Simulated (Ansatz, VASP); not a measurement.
## Two plane-wave programs on H10CO6

```
CELL_PARAMETERS angstrom
5.67741 0.00000 0.00000
0.00000 5.67741 0.00000
0.00000 0.00000 5.67741
ATOMIC_POSITIONS crystal
O 0.16471 0.37083 0.77429
O 0.86901 0.60646 0.52833
O 0.58069 0.34485 0.07354
O 0.04728 0.65067 0.11762
O 0.31543 0.05620 0.50368
O 0.00670 0.12991 0.26872
H 0.06795 0.48530 0.66894
H 0.32542 0.42453 0.81441
H 0.81401 0.76403 0.56894
H 0.93291 0.62172 0.36134
H 0.72913 0.25937 0.10365
H 0.58045 0.45991 0.20304
H 0.99586 0.79011 0.03255
H 0.06431 0.51809 0.00266
H 0.22827 0.16867 0.62362
H 0.31925 0.98943 0.15683
C 0.20742 0.06025 0.30199
```

Alike in both runs: functional LDA; k mesh 1 × 1 × 1; occupations fermi-dirac, width 0.02 eV; no spin polarisation.

Ansatz relaxed the structure, and its values are those at the end. VASP's run is a single point on that final structure, the one shown.

|  | VASP | Ansatz |
| --- | --- | --- |
| version | VASP 6.6.1 | Ansatz 0.2.0 |
| potentials or method | VASP PAW LDA potentials, release 64 (O, H, C) | scalar-relativistic, plane waves, PAW |
| plane-wave cutoff (eV) | 520 | 420 |
| valence electrons in the cell | 50 | 50 |

VASP gave:

```
rms of the force components (eV/Å) : 0.131
```

Task: Estimate Ansatz's values.

Result: rms of the force components (eV/Å): 0.076.

Caveats: the standard files for N, O and F lose accuracy on very short bonds.
